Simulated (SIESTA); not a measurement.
## HfC under changes of volume

One of the cells (12.568 Å³/atom); the others are scaled copies at fixed shape and fractional positions:

```
CELL_PARAMETERS angstrom
0.00000 2.32500 2.32500
2.32500 0.00000 2.32500
2.32500 2.32500 0.00000
ATOMIC_POSITIONS crystal
Hf 0.50000 0.50000 0.50000
C 0.00000 0.00000 0.00000
```

| Quantity | Value |
| --- | --- |
| Program | SIESTA 5.4.2 |
| Functional | PBEsol |
| Potentials or basis | PseudoDojo 0.4 standard (PBEsol files) |
| Basis | DZP (energy shift 0.003 Ry; two zetas on semicore shells) |
| Grid cutoff | 800 Ry |
| Energy shift | 0.003 Ry |
| k mesh | 10 × 10 × 10 |
| Occupations | fermi-dirac, width 0.05 eV |
| Spin | no spin polarisation |

| volume (Å³/atom) | energy over the lowest point (meV/atom) | pressure (GPa) |
| --- | --- | --- |
| 11.814 | 22.10 | 12.9 |
| 12.065 | ? | ? |
| 12.317 | 0.00 | 1.5 |
| 12.568 | 1.79 | -3.6 |
| 12.819 | 11.03 | -8.1 |
| 13.071 | 27.12 | -12.3 |
| 13.322 | 49.43 | -16.1 |

**Question.** What does the run at 12.065 Å³/atom give?

**Answer.** Energy over the lowest point 6.55 meV/atom; pressure 7.0 GPa.

Worked out: A Birch-Murnaghan fit of order 3 (a polynomial in V^(-2/3)) to the other rows has its minimum at 12.39 Å³/atom with B0 = V·E''(V) = 252 GPa and B' = 3.7. It gives 6.53 meV/atom at 12.065 Å³/atom, against the run's 6.55, and -dE/dV = 7.0 GPa, against 7.0.

Energies are extrapolated to zero smearing.

Caveats: short orbitals over semicore shells can move pressures by several GPa; the basis of atomic orbitals isn't converged, which shifts pressures, moduli and gaps.
